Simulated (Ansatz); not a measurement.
# AlGaN2: the cost of one run

Computed with Ansatz 0.2.0 (DFT r2SCAN, scalar-relativistic, plane waves, PAW, unless a step's input says otherwise).

### 1 The system as given

It takes space group P-4m2 (No. 115, tetragonal). Conventional cell: a = 3.141 Å, b = 3.141 Å, c = 4.424 Å, α = 90.00°, β = 90.00°, γ = 90.00°. Around Al (site symmetry -4m2) lie 4 N at 1.89 Å. Ga (site symmetry -4m2) is surrounded by 4 N at 1.95 Å. Around N (site symmetry 2mm) lie 2 Al at 1.89 Å and 2 Ga at 1.95 Å.

Structure file:

```
Al Ga N
1.0
     3.14088    0.00000    0.00000
     0.00000    3.14088    0.00000
     0.00000    0.00000    4.42384
Al Ga N
1 1 2
Direct
  0.50000 0.50000 0.50000
  0.00000 0.00000 0.00000
  0.50000 0.00000 0.73826
  0.00000 0.50000 0.26174
```

Source of the structure: the Materials Project (structure only).

### 2 Probe: one point at the start

input.yaml

```yaml
crystal:
  lattice:
    - [3.1408770487, 0.0, 0.0]
    - [0.0, 3.1408770487, 0.0]
    - [0.0, 0.0, 4.42383794]
  atoms:
    - { symbol: Al, position: [0.5, 0.5, 0.5] }
    - { symbol: Ga, position: [0.0, 0.0, 0.0] }
    - { symbol: "N", position: [0.5, 0.0, 0.73826481] }
    - { symbol: "N", position: [0.0, 0.5, 0.26173519] }
basis:
  ecutwfc: 500
kpoints:
  mp_grid: { grid: [6, 6, 4] }
hamiltonian:
  xc: r2scan
scf:
  occupations: { method: gaussian, width: 0.1 }
output:
  forces: true
  stress: true
  eigenvalues: true
```

Command:

```
$ ansatz run input.yaml --threads 1 --pin off --max-ram 2560MiB --backend cpu --events-out ev --progress --plain --runs-dir out
```

Q: Estimate wall time and peak memory on 1 thread of Intel Xeon 6975P-C (Granite Rapids), shared host.

About 2.9 s, with a peak of 0.47 GiB.
